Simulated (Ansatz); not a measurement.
# Fe (Fmmm) in Ansatz: notebook

One crystal, Fe, is run at these levels: PBEsol, RPBE, revPBE; tasks: band structure.

All numbers are computed with Ansatz 0.2.0; they aren't measurements. Logs are shortened: lines on timing, memory, paths and dates and some standing lists are left out, and cuts for length are marked.

**1. Starting point**

Symmetry: Fmmm, No. 69, orthorhombic system. The conventional cell has a = 2.997 Å, b = 3.883 Å, c = 3.930 Å, α = 90.00°, β = 90.00°, γ = 90.00°. Fe (site symmetry mmm) is surrounded by 12 Fe at 2.45 to 2.76 Å.

**2. Band structure, PBEsol, collinear spin, ferromagnetic start**

The input, input.yaml:

```yaml
crystal:
  lattice:
    - [0.0, 1.9417396906, 1.9651051623]
    - [1.4984397099, 0.0, 1.9651051623]
    - [1.4984397099, 1.9417396906, 0.0]
  atoms:
    - { symbol: Fe, position: [0.0, 0.0, 0.0], spin: 3.0 }
hamiltonian:
  xc: pbesol
  pseudopotentials: { kind: paw }
magnetization:
  spin_polarized: true
kpoints:
  mp_grid: { grid: [13, 13, 13] }
  band_path:
    path:
      - [[0.0, 0.0, 0.0], [0.5, 0.0, 0.5], [0.5, 0.246480624, 0.746480624], [0.0742892414, 0.5, 0.5742892414], [0.0, 0.5, 0.5], [0.0, 0.0, 0.0], [0.5, 0.5, 0.0], [0.9257107586, 0.5, 0.4257107586], [0.923912117, 0.423912117, 0.5], [0.5, 0.246480624, 0.746480624]]
      - [[0.5, 0.753519376, 0.253519376], [0.5, 0.5, 0.0]]
      - [[0.0, 0.5, 0.5], [0.076087883, 0.576087883, 0.5]]
      - [[0.923912117, 0.423912117, 0.5], [0.5, 0.0, 0.5]]
      - [[0.5, 0.5, 0.5], [0.0, 0.0, 0.0]]
    npoints: 14
scf:
  occupations: { method: fermi_dirac, width: 0.05 }
  n_extra_bands: 6
output:
  forces: true
  stress: true
  eigenvalues: true
  fatbands: false
```

Potentials or basis: Ansatz PAW.

Run with:

```console
$ ansatz run input.yaml --threads 2 --pin off --max-ram 5632MiB --backend cpu --events-out ev --progress --plain --runs-dir out
```

What it wrote:

```text
Warning: RAYON_NUM_THREADS=2 ignored (pool sized by the plan → 2); use --threads N
scf.n_extra_bands = 6 over 8 filled bands (N_el = 16.0): the run solves 14 bands
Engine: ansatz 0.2.0, aarch64-unknown-linux-gnu
Pseudopotentials: kind: paw
Pseudopotential: Fe, paw, valence charge 16, recommended cutoff 420 eV (normal), Fe.paw.azcp
Functional definition: PBEsol
  exchange = pbesol_x
  correlation = pbesol_c
Crystal: 1 atoms, lattice volume = 11.435 Å³
Basis set: ecut = 420 eV, 221 PW (Γ), exchange–correlation on 40×36×36 points (8 copies of the dense FFT grid, shifted against one another)
Bands: 14, of which v1, the nominal top of the filled ones, is band 8 counted from 1 (7 counted from 0)
Symmetry: 8 space group operations
Space group: Fmmm (ITA 69), of the structure as read, at distance tolerance 2.3e-5 Å
Magnetic group: BNS 69.521 (UNI 619), of the structure as read, at distance tolerance 2.3e-5 Å
k-points: 343 of 2197
Non-local potential: Fe, projectors of the file, l = 0: 3, l = 1: 2, l = 2: 3, l = 3: 1
PAW form: soft (Blöchl's): semilocal exchange-correlation on the pseudo side does not see the compensation charge
PAW frozen core: Fe, regenerated for the run's functional, and the local potential with it (the file was generated under x = pbe(κ = 0.804, μ = 0.2195149727645171), c = pbe(β = 0.06672455060314922))
PAW one-centre angular grid: Fe, 590 points (default); XC on 64 Gauss nodes
Initial density: superposition of atomic densities (chi_scale 0.1, normalization cell)
Starting moments: Σ|m| = 3 μB on 1 of 1 site
Initial wavefunctions: pseudopotential atomic-orbital guess
Functional: x = pbesol(κ = 0.804, μ = 0.12345679012345678), c = pbesol(β = 0.046)
SCF iter   1: F=—  HF=-4449.142896 eV  |F-HF|=—  |Δ(HF+E_count)|=         —  Δρ=1.53e-1 (↑1.53e-1 ↓5.09e-2)  dr2=2.00e0  dr2_m=6.67e-1  M=2.069 μB ∫|m|=2.093 μB  β_m=0.30  ethr=3.10e-3  ⟨swp⟩=4.8  Hψ=45966  notcnv=0
Mixer restart at iter 1: flushing history
preconditioner: auto → none  [metal: Δε(μ)=0.003 eV  Ē_g=14.347 eV  σ=0.050 eV  W_gap=0.02  n_scr=0 (ndim 8)  ℏωp=31.1 eV  f_vac=0.000  D(μ)=1.16/eV (n_scr^D=14)]
SCF iter   2: F=—  HF=-4448.205609 eV  |F-HF|=—  |Δ(HF+E_count)|=   9.37e-1  Δρ=3.22e-2 (↑2.19e-2 ↓3.22e-2)  dr2=5.30e-2  dr2_m=5.28e-2  M=2.297 μB ∫|m|=2.350 μB  β_m=0.29  ethr=3.10e-3  ⟨swp⟩=3.4  Hψ=24429  notcnv=0  defer=637
SCF iter   3: F=—  HF=-4448.447556 eV  |F-HF|=—  |Δ(HF+E_count)|=   2.42e-1  Δρ=2.42e-2 (↑1.94e-2 ↓2.42e-2)  dr2=2.68e-3  dr2_m=4.80e-2  M=2.241 μB ∫|m|=2.302 μB  β_m=0.58  ethr=3.31e-4  ⟨swp⟩=3.2  Hψ=20392  notcnv=0  defer=655
SCF iter   4: F=—  HF=-4448.774191 eV  |F-HF|=—  |Δ(HF+E_count)|=   3.27e-1  Δρ=6.83e-3 (↑4.68e-3 ↓6.83e-3)  dr2=6.83e-3  dr2_m=1.49e-3  M=2.206 μB ∫|m|=2.293 μB  β_m=0.75  ethr=1.67e-5  ⟨swp⟩=2.7  Hψ=20243  notcnv=0  defer=656
SCF iter   5: F=—  HF=-4448.808504 eV  |F-HF|=—  |Δ(HF+E_count)|=   3.43e-2  Δρ=1.92e-3 (↑1.56e-3 ↓1.92e-3)  dr2=8.66e-4  dr2_m=4.84e-5  M=2.187 μB ∫|m|=2.281 μB  β_m=0.78  ethr=1.67e-5  ⟨swp⟩=2.3  Hψ=20251  notcnv=0  defer=653
SCF iter   6: F=—  HF=-4448.809558 eV  |F-HF|=—  |Δ(HF+E_count)|=   1.05e-3  Δρ=8.85e-4 (↑8.85e-4 ↓2.03e-4)  dr2=4.54e-5  dr2_m=2.70e-5  M=2.177 μB ∫|m|=2.273 μB  β_m=0.89  ethr=5.41e-6  ⟨swp⟩=2.6  Hψ=17673  notcnv=0  defer=651
SCF iter   7: F=—  HF=-4448.809557 eV  |F-HF|=—  |Δ(HF+E_count)|=   1.23e-6  Δρ=3.21e-4 (↑3.21e-4 ↓7.79e-5)  dr2=1.10e-5  dr2_m=1.91e-6  M=2.177 μB ∫|m|=2.274 μB  β_m=0.85  ethr=2.83e-7  ⟨swp⟩=1.0  Hψ=9801  notcnv=0  defer=650
SCF iter   8: F=—  HF=-4448.809554 eV  |F-HF|=—  |Δ(HF+E_count)|=   2.15e-6  Δρ=1.58e-5 (↑1.58e-5 ↓1.23e-5)  dr2=4.71e-8  dr2_m=3.99e-9  M=2.178 μB ∫|m|=2.274 μB  β_m=0.92  ethr=6.89e-8  ⟨swp⟩=2.2  Hψ=11909  notcnv=0  defer=650
SCF iter   9: F=-4448.809554 eV  HF=-4448.809554 eV  |F-HF|=1.80e-10  |Δ(HF+E_count)|=   5.26e-9  Δρ=2.43e-6 (↑2.43e-6 ↓1.56e-6)  dr2=1.61e-10  dr2_m=3.41e-10  M=2.178 μB ∫|m|=2.274 μB  ethr=2.94e-10  ⟨swp⟩=4.9  Hψ=36221  notcnv=0
SCF 1 converged in 9 iterations: F = -4448.809554 eV  dr2 = 1.61e-10
NSCF: frozen V_eff on 187 k-points
SCF converged after 9 iterations
Magnetization: 2.1778 μB (9.0889 up, 6.9111 down)
Absolute magnetization: 2.2743 μB (∫|ρ↑−ρ↓|, with the PAW one-centre terms)
Spin contamination: 0.0325 ħ² per cell (⟨S²⟩ above its minimum at these occupations)
Per-site moments (μB) at R_I (Å): [(2.21255794442014, 1.011733477502028)]
Free energy (F): -4448.809554 eV
Harris-Foulkes:  -4448.809554 eV  (|F-HF|=1.80e-10)
Internal energy: -4448.800104 eV  (E = F + TS)
E sigma→0 (E₀):  -4448.804829 eV
Entropy (-TS):   -0.009450 eV (-9.450 meV/atom)
Fermi energy:    18.262506 eV
--- Per-component energies (eV) ---
  E_band       = -214.939712
  E_kinetic    = 350.406648
  E_local      = -2072.248183  (includes V_loc(G=0)·N_el)
  E_nonlocal   = 219.736966
  E_hartree    = 867.864736
  E_xc         = -117.043009
  E_vxc        = -151.329603  (∫ρ·V_xc dr)
  E_paw        = -1334.812437  (= ΣΔE_a)
  E_vpaw       = -297.236576  (= ΣTr[D̂ρ^β])
  E_aug_tail   = 0.000952  (compensation charges beyond the density's cutoff)
  E_ewald      = -2362.884979
  E_core_change = 0.179202  (= ΣΔE_core)
  E_smearing   = -0.009450  (= −TS)
  E_closure    = 0.000000  (closes the sum)
  Σ components = -4448.809554   (vs F -4448.809554, Δ=0.00e0)
--- Forces (eV/Å), atoms counted from 1 ---
  atom   1  Fe     0.00000000     0.00000000    -0.00000000
  max |Σ_I F_I| component: 1.36e-31 eV/Å
--- Stress (GPa, compression-positive) ---
      -15.612808       0.000000       0.000000
        0.000000      -7.097053      -0.000000
        0.000000      -0.000000      -8.491008
  P = ⅓ Tr σ = -10.4003 GPa (-104.003 kbar)
--- Band table (eV; the first three rows and the last of 686) ---
  k-point 0 ↑: bands = ["-69.5439", "-35.4748", "-35.4732", "-35.4650", "9.6568", "15.7818", "15.8751", "16.2181", "16.9490", "17.3472", "41.3642", "42.8525", "43.1116", "47.4236"]
  k-point 1 ↑: bands = ["-69.5395", "-35.4961", "-35.4786", "-35.4695", "9.8955", "15.7949", "15.8842", "16.2587", "16.9116", "17.3191", "40.5359", "42.1349", "42.8674", "46.6006"]
  k-point 2 ↑: bands = ["-69.5273", "-35.5621", "-35.4976", "-35.4706", "10.5823", "15.7516", "15.8067", "16.5330", "16.8456", "17.2724", "37.7046", "41.0693", "42.5502", "45.7621"]
  k-point 342 ↓: bands = ["-66.8690", "-33.3432", "-33.0949", "-32.9553", "14.7051", "16.1434", "18.6466", "20.0857", "20.4198", "21.4010", "27.3279", "34.5872", "36.6545", "41.8087"]
```

Run time: 8.5 s. Hardware: 2 threads of Arm Neoverse V1, shared host; peak memory 0.36 GiB.

What came out:

```yaml
Free_energy: -4448.8096 eV
Pressure: -10.4 GPa
Band_gap_on_the_k_mesh: none (metal or under the smearing width)
Net_moment: 2.18 μB per cell
Absolute_moment: 2.27 μB per cell
Site_moments: Fe +2.21 μB
```

Levels at the corners of the path, in eV from the Fermi level:
Spin up:
```
point  band 7  band 8  band 9  band 10  band 11  band 12
    Γ   -2.39   -2.04   -1.31    -0.92    23.10    24.59
    Y   -0.76   -0.72    0.47     0.91     7.92    16.71
    C   -3.15   -1.00   -0.67     8.29     8.35     8.85
    D   -0.19   -0.13    0.13     8.19     9.86    10.18
    X   -0.01    0.11    0.22     7.68    10.71    10.72
    Γ   -2.39   -2.04   -1.31    -0.92    23.10    24.59
    Z   -0.73   -0.66    0.40     0.69     7.65    16.94
   D1   -0.19   -0.13    0.13     8.19     9.86    10.18
    H   -0.24   -0.20    0.23     8.19     9.85    10.21
    C   -3.15   -1.00   -0.67     8.29     8.35     8.85
   C1   -3.15   -1.00   -0.67     8.29     8.35     8.85
    Z   -0.73   -0.66    0.40     0.69     7.65    16.94
    X   -0.01    0.11    0.22     7.68    10.71    10.72
   H1   -0.24   -0.20    0.23     8.19     9.85    10.21
    H   -0.24   -0.20    0.23     8.19     9.85    10.21
    Y   -0.76   -0.72    0.47     0.91     7.92    16.71
    L   -1.37   -0.77    0.14     0.32     6.95    18.45
    Γ   -2.39   -2.04   -1.31    -0.92    23.10    24.59
```
Spin down:
```tsv
point	band 5	band 6	band 7	band 8	band 9	band 10
Γ	-8.36	-0.64	-0.49	0.00	1.22	1.83
Y	-3.66	-2.10	1.13	1.82	1.95	2.65
C	-2.03	-1.83	-1.75	1.75	2.01	9.23
D	-3.07	-2.91	1.91	2.04	2.31	8.62
X	-3.20	-3.00	2.27	2.30	2.36	8.01
Γ	-8.36	-0.64	-0.49	0.00	1.22	1.83
Z	-3.68	-2.16	0.91	1.88	2.02	2.62
D1	-3.07	-2.91	1.91	2.04	2.31	8.62
H	-3.07	-2.90	1.84	2.02	2.38	8.63
C	-2.03	-1.83	-1.75	1.75	2.01	9.23
C1	-2.03	-1.83	-1.75	1.75	2.01	9.23
Z	-3.68	-2.16	0.91	1.88	2.02	2.62
X	-3.20	-3.00	2.27	2.30	2.36	8.01
H1	-3.07	-2.90	1.84	2.02	2.38	8.63
H	-3.07	-2.90	1.84	2.02	2.38	8.63
Y	-3.66	-2.10	1.13	1.82	1.95	2.65
L	-3.72	-1.44	0.33	1.11	1.88	2.57
Γ	-8.36	-0.64	-0.49	0.00	1.22	1.83
```

Caveat: the PAW data sets come from PBE, with cores solved anew for the run's functional, which leaves a small shift of forces and pressure.

**3. Band structure, RPBE, collinear spin, ferromagnetic start**

Edit input.yaml of step 2 so:

```diff
@@ -8,3 +8,3 @@
 hamiltonian:
-  xc: pbesol
+  xc: rpbe
   pseudopotentials: { kind: paw }
@@ -30 +30,5 @@
   fatbands: false
+  write_density: true
+  write_potential: true
+  elf: true
+  volumetric_format: npy
```

Potentials or basis: Ansatz PAW.

Run with:

```console
$ ansatz run input.yaml --threads 2 --pin off --max-ram 5632MiB --backend cpu --events-out ev --progress --plain --runs-dir out
```

It took 9.6 s on 2 threads of Arm Neoverse V1, shared host; peak memory 0.37 GiB.

It converged, with:

```yaml
Free_energy: -4485.2511 eV
Pressure: 5.1 GPa
Band_gap_on_the_k_mesh: none (metal or under the smearing width)
Net_moment: 2.20 μB per cell
Absolute_moment: 2.34 μB per cell
Site_moments: Fe +2.26 μB
```

Stress tensor (GPa, compression positive):
```
0.08 0.00 0.00
0.00 8.30 0.00
0.00 0.00 6.86
```

Caveat: the PAW data sets come from PBE, with cores solved anew for the run's functional, which leaves a small shift of forces and pressure.

(Part 1 of 2 ends here.)
